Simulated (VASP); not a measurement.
Results of a VASP single-point calculation on InP (strained zincblende)

POSCAR

```
In P
 1.0000000000000000
     0.0000000000000000    3.0294046015000000    2.9537876380000001
     3.0294046015000000    0.0000000000000000    2.9537876380000001
     3.0294046015000000    3.0294046015000000    0.0000000000000000
 In  P
   1   1
Cartesian
  0.0000000000000000  0.0000000000000000  0.0000000000000000
  1.5147023007499998  1.5147023007499998  1.4768938189999998
```

* gap between bands v and c: 0.23 eV
* least direct gap: 0.23 eV

Band v is the last that the valence electrons fill when counted band by band, and c is the next. Levels in eV from the top of v:

| point | v−1 | v | c | c+1 |
| --- | --- | --- | --- | --- |
| Γ | -0.11 | 0.00 | 0.23 | 3.99 |
| X | -2.24 | -2.24 | 1.73 | 2.04 |
| K | -3.03 | -1.76 | 2.37 | 4.22 |
| L | -1.01 | -0.86 | 1.24 | 4.65 |
| W | -2.72 | -2.66 | 3.94 | 4.16 |

Task: Which of these levels of theory gave these results?
A. PBE0
B. LDA
C. r²SCAN
D. PBEsol
E. HSE06
F. PBE
G. PBE with spin–orbit coupling

Result: F.

The INCAR was:

```
NBANDS = 16
IBRION = -1
LREAL = .FALSE.
LWAVE = .FALSE.
ISIF = 2
PREC = Accurate
NELM = 120
ENCUT = 520
LCHARG = .FALSE.
GGA = PE
LASPH = .TRUE.
SIGMA = 0.02
EDIFF = 1E-7
ISMEAR = -1
NSW = 0
```
